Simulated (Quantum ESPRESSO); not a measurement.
Crystal: Cs.

```
CELL_PARAMETERS angstrom
-3.12847 3.12847 3.12847
3.12847 -3.12847 3.12847
3.12847 3.12847 -3.12847
ATOMIC_POSITIONS crystal
Cs 0.00000 0.00000 0.00000
```

```yaml
Program: Quantum ESPRESSO 7.5
Task: single point
Functional: PBE
Potentials_or_basis: SSSP 1.3 efficiency PBE
Cutoff: 748 eV
Density_cutoff: 5987 eV
k_mesh: 6 × 6 × 6
Occupations: fermi-dirac, width 0.05 eV
Spin: no spin polarisation
```

On this cell: pressure -0.1 GPa; band gap on the k mesh none (metal or under the smearing width).

The same run follows on a disturbed copy (cell strained at random at fixed volume):

```
CELL_PARAMETERS angstrom
-3.26995 3.20716 3.27462
3.13948 -3.06094 2.99793
3.18433 2.97532 -3.12840
ATOMIC_POSITIONS crystal
Cs 0.99977 0.00612 0.00319
```

**Question.** What changes?

**Answer.** The energy (extrapolated to zero smearing) moves by -0.8 meV/atom; pressure -0.1 GPa; band gap on the k mesh none (metal or under the smearing width).
